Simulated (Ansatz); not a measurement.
The elements of this relaxed trial crystal are hidden behind letters.

```
lattice vectors (Å)
   4.3364    0.0000    0.0000
  -2.1682    3.7554    0.0000
   0.0000    0.0000   10.6420
fractional positions
X 0.3333 0.6667 0.6667
X 0.6667 0.3333 0.3333
Z 0.0000 0.0000 0.0000
Q 0.0000 0.0000 0.5000
Q 0.3333 0.6667 0.1706
Q 0.6667 0.3333 0.8294
```

Theory: Ansatz 0.2.0, DFT PBE, scalar-relativistic, plane waves, PAW. The final run on the 6-atom cell used 420 eV, a Γ-centred 12×12×4 mesh, 0.10 eV smearing and no spin polarisation.

| Quantity | Value |
| --- | --- |
| Space group | P-3m1 (No. 164) |
| Conventional cell | a = 4.336 Å, c = 10.642 Å |
| Volume per atom | 28.88 Å³ |
| Density | 7.74 g/cm³ |
| Formation energy | −0.19 eV/atom |
| Gap on the 12×12×4 mesh of the 6-atom cell | 0 eV (a metal) |

Energies are uncorrected and count from the elements' standard states at the same level.

Task: X is a d-block element of period 5, Z is a d-block element of period 6 and Q is a p-block element of period 5. Which elements are they?

Result: X = Cd, Z = Hg, Q = Te, so the formula is Cd2HgTe3. Density times volume gives a mean mass of 7.74 × 28.88/1.6605 = 134.6 u per atom, and this set has 134.7 u. Cd has 6 Te at 3.04–3.07 Å; Hg has 6 Te at 3.09 Å; Te on a site of symmetry -3m is surrounded by 6 Cd at 3.07 Å; 1 more site not described. Other sets within the hints have nearly the same mass, so mass alone doesn't settle it; this one was computed.

These runs have no spin–orbit coupling, which can matter for Hg and Te. Symmetry constrained the relaxation, so the result can be a saddle point. Another cell of Cd2HgTe3 relaxed alike, in P3m1, lies 176 meV/atom lower, so this cell isn't the stable form at this level.
